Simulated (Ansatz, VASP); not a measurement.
## One calculation of Ni, two programs

The input POSCAR:

```
Ni
1.0
    0.0000000000      1.7380692641      1.7380692641
    1.7380692641      0.0000000000      1.7380692641
    1.7380692641      1.7380692641      0.0000000000
Ni
1
Direct
    0.0000000000      0.0000000000      0.0000000000
```

The input INCAR.step1:

```
SYSTEM = Ni
  PREC = Accurate
  ENCUT = 520
  ISMEAR = -1
  SIGMA = 0.01
  LREAL = .False.
  LASPH = .True.
  NELM = 150
  ISPIN = 2
  MAGMOM = 0.807
  LMAXMIX = 4
  NBANDS = 15
  GGA = PE
  ALGO = Normal
  EDIFF = 1E-4
  LWAVE = .True.
  LCHARG = .False.
```

Contents of INCAR.step2:

```
SYSTEM = Ni
  PREC = Accurate
  ENCUT = 520
  EDIFF = 1E-6
  ISMEAR = -1
  SIGMA = 0.01
  LREAL = .False.
  LASPH = .True.
  NELM = 150
  ALGO = Normal
  ISIF = 2
  LWAVE = .False.
  LCHARG = .True.
  ISPIN = 2
  MAGMOM = 0.807
  LORBIT = 11
  LMAXMIX = 4
  METAGGA = R2SCAN
  LMIXTAU = .True.
  LELF = .True.
  LVHAR = .True.
  NBANDS = 15
  ISTART = 1
```

KPOINTS

```
regular mesh
0
Gamma
  15 15 15
  0 0 0
```

Input for Ansatz:

```yaml
crystal:
  lattice:
    - [0.0, 1.7380692641, 1.7380692641]
    - [1.7380692641, 0.0, 1.7380692641]
    - [1.7380692641, 1.7380692641, 0.0]
  atoms:
    - { symbol: Ni, position: [0.0, 0.0, 0.0], spin: 0.807 }
hamiltonian:
  xc: r2scan
  pseudopotentials:
    kind: paw
    azcp:
      Ni: "pseudopotentials/Ni.paw.azcp"
basis:
  ecutwfc: 500
  fft_grid_basis: typed
kpoints:
  mp_grid: { grid: [15, 15, 15], shift: [0, 0, 0] }
magnetization:
  spin_polarized: true
scf:
  occupations: { method: fermi_dirac, width: 0.01 }
  lower_state_search: "off"
output:
  stress: true
```

Alike in both runs: task single point; functional r2SCAN; k mesh 15 × 15 × 15; occupations fermi-dirac, width 0.01 eV; collinear spin.

|  | VASP | Ansatz |
| --- | --- | --- |
| version | VASP 6.6.1 | Ansatz 0.2.0 |
| potentials or method | VASP PAW PBE potentials, release 64 (Ni) | plane waves (500 eV) with PAW, scalar-relativistic |
| plane-wave cutoff (eV) | 520 | 500 |
| valence electrons in the cell | 10 | 18 |

|  | VASP | Ansatz | Ansatz less VASP |
| --- | --- | --- | --- |
| pressure (GPa) | 0.3 | 0.1 | -0.26 |
| net moment per atom (μB) | 0.68 | 0.73 | +0.041 |
| size of the moment on the site where the two differ most (μB) | 0.70 | 0.79 | +0.088 |

Site moments also hang on the region over which each program counts them. The two sets of potentials don't hold the same shells in valence. Ansatz warned: «stability_check_not_made».

Caveats: the PAW data sets were made with another functional, which shifts forces and pressure a little (VASP).
